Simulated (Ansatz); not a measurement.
This is a single-point calculation with the plane-wave code Ansatz on zincblende MgTe; the level of theory is PBE. The cell was relaxed with r2SCAN and then strained (epitaxial -0.71 % in the xy plane, free normal strain +0.91 %), with the atoms relaxed again with r2SCAN; k points keep the names of the unstrained zone.

Input (YAML):
```yaml
crystal:
  lattice:
    - [0.0, 3.2101564516, 3.2626338887]
    - [3.2101564516, 0.0, 3.2626338887]
    - [3.2101564516, 3.2101564516, 0.0]
  atoms:
    - { symbol: Mg, position: [0.0, 0.0, 0.0] }
    - { symbol: Te, position: [0.25, 0.25, 0.25] }
kpoints:
  mp_grid: { grid: [8, 8, 8] }
  band_path:
    path:
      - [0.0, 0.0, 0.0]
      - [-0.5, -0.5, 0.0]
      - [-0.375, -0.375, 0.25]
      - [-0.375, 0.0, 0.375]
      - [0.0, 0.0, 0.5]
      - [-0.5, -0.25, 0.25]
    npoints: 1
hamiltonian:
  xc: pbe
scf:
  occupations: { method: fermi_dirac, width: 0.02 }
  n_extra_bands: 4
output:
  forces: true
  stress: true
  eigenvalues: true
```

**Question.** What does the program print?

**Answer.** Main lines of the log:
```
scf.n_extra_bands = 4 over 13 filled bands (N_el = 26.0): the run solves 17 bands
Functional definition: PBE
Crystal: 2 atoms, lattice volume = 67.244 Å³
Basis set: ecut = 420 eV, 1331 PW (Γ)
Symmetry: 8 space group operations
Space group: I-4m2 (ITA 119)
k-points: 59 of 512 (time reversal used)
preconditioner: auto → none  [insulator: Δε(μ)=2.410 eV  σ=0.020 eV  ℏωp=12.8 eV]
SCF converged after 6 iterations
Free energy (F): -8905.518371 eV
Fermi energy:    5.575461 eV
--- Per-component energies (eV) ---
  E_band       = -667.129276
  E_kinetic    = 256.408093
  E_local      = -3305.868577
  E_nonlocal   = -214.103755
  E_hartree    = 1573.901153
  E_xc         = -153.263680
  E_vxc        = -141.543592
  E_paw        = -4955.773786
  E_vpaw       = -409.823875
  E_ewald      = -2106.817639
--- Stress (GPa, compression-positive) ---
        0.967542       0.000000       0.000000
        0.000000       0.967542       0.000000
        0.000000       0.000000       0.723248
  P = ⅓ Tr σ = 0.8861 GPa (8.861 kbar)
```
Iteration counts and the last digits belong to this one run.

bands.tsv, columns around the gap (it counts bands from 0):
```tsv
# k_distance	band_8	band_9	band_10	band_11	band_12	band_13	band_14	band_15	band_16
# fermi_ev = 5.575461
# [0, 0, 0] at k_distance = 0.000000
# [-0.5, -0.5, 0] at k_distance = 0.962901
# [-0.375, -0.375, 0.25] at k_distance = 1.308903
# [-0.375, 0, 0.375] at k_distance = 1.906600
# [0, 0, 0.5] at k_distance = 2.504298
# [-0.5, -0.25, 0.25] at k_distance = 3.190759
# levels_relative_to = fermi_ev
0.000	-36.298	-11.432	-1.267	-1.221	-1.221	1.201	4.240	4.246	4.246
0.963	-36.297	-10.653	-4.326	-2.366	-2.366	1.641	2.382	8.422	8.422
1.309	-36.297	-10.660	-4.067	-3.168	-2.138	2.272	4.077	6.627	6.742
1.907	-36.298	-10.646	-4.020	-3.176	-2.212	2.201	3.950	6.625	6.754
2.504	-36.298	-10.840	-4.453	-1.695	-1.612	1.993	4.248	4.359	6.120
3.191	-36.297	-10.635	-3.931	-3.109	-2.681	3.378	4.448	5.023	5.223
```
In order the rows are Γ, X, U, K, L, W.

PBE gives a direct gap of 2.42 eV at Γ. The gap is the least over the mesh and the extra points. At this geometry PBE finds +0.89 GPa, compression counted positive: its own equilibrium volume is larger.

No spin polarisation and no zero-point or thermal motion; the cell was built from a prototype and may be hypothetical.

Spin-orbit coupling is left out, which matters wherever the heavy atoms make up the band edges.
